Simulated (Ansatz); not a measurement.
TiCo3:

```
CELL_PARAMETERS angstrom
3.57100 0.00000 0.00000
0.00000 3.57100 0.00000
0.00000 0.00000 3.57100
ATOMIC_POSITIONS crystal
Co 0.50000 0.50000 0.00000
Co 0.50000 0.00000 0.50000
Co 0.00000 0.50000 0.50000
Ti 0.00000 0.00000 0.00000
```

Base run:

```yaml
Program: Ansatz 0.2.0
Functional: PBEsol
Potentials_or_basis: Ansatz PAW
Cutoff: "420 eV (not typed: the program's choice for these potentials)"
k_mesh: 6 × 6 × 6
Occupations: fermi-dirac, width 0.05 eV
Spin: collinear spin, ferromagnetic start
Starting_moments: "[1.4857142857, 1.4857142857, 1.4857142857, 0.7428571429] μB"
Fixed_moment: 5.2 μB
```

Its results: pressure 9.3 GPa; site moments Co +1.65; Ti +0.11 μB.

Question: The run is repeated on the same cell with these changes: fixed moment from 5.2 μB to 1.8 μB; moments at the start from [1.49, 1.49, 1.49, 0.74] to [0.51, 0.51, 0.51, 0.26]. What comes out?

Answer: Pressure -5.9 GPa; site moments Co +0.71; Ti -0.22 μB.

Caveats: the total moment is fixed, so each spin has its own Fermi level; the PAW data sets come from PBE, with cores solved anew for the run's functional, which leaves a small shift of forces and pressure; the thresholds are loose for stress; the starting moments weren't kept (some runs).
